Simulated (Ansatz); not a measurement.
EuS:

```
Eu S
1.0
     0.00000    2.97850    2.97850
     2.97850    0.00000    2.97850
     2.97850    2.97850    0.00000
Eu S
1 1
Direct
  0.00000 0.00000 0.00000
  0.50000 0.50000 0.50000
```

Base run:

```yaml
Program: Ansatz 0.2.0
Functional: PBEsol
Potentials_or_basis: all-electron LAPW, scalar-relativistic
Cutoff: 207 eV (chosen from the basis error)
Basis_error_allowed: 0.001 eV/atom
k_mesh: 8 × 8 × 8
Occupations: fermi-dirac, width 0.05 eV
Spin: collinear spin, ferromagnetic start
Starting_moments: "[7.0, 0.0] μB"
```

Its results: pressure -5.4 GPa; net moment 6.98 μB per cell; site moments Eu +6.91; S -0.07 μB.

Q: After a change of settings the same cell gave: pressure -0.1 GPa; net moment 6.99 μB per cell; site moments Eu +6.93; S -0.07 μB. Which change was it?
A. functional from PBEsol to RPBE
B. hubbard terms from none to Eu f U = 2 eV
C. potentials or basis from all-electron LAPW, scalar-relativistic to all-electron PAW datasets made for the crystal
D. occupations from fermi-dirac, width 0.05 eV to gaussian, width 0.05 eV

A: A.

RPBE binds less tightly than PBEsol, so the same cell stands under more pressure.

Caveats: an open f shell can end in a state above the lowest; a cell with one magnetic atom can't hold antiferromagnetic order, which such compounds often take.

The runs don't all hold the same shells in valence.

Runs at the PBE level aren't shown here.
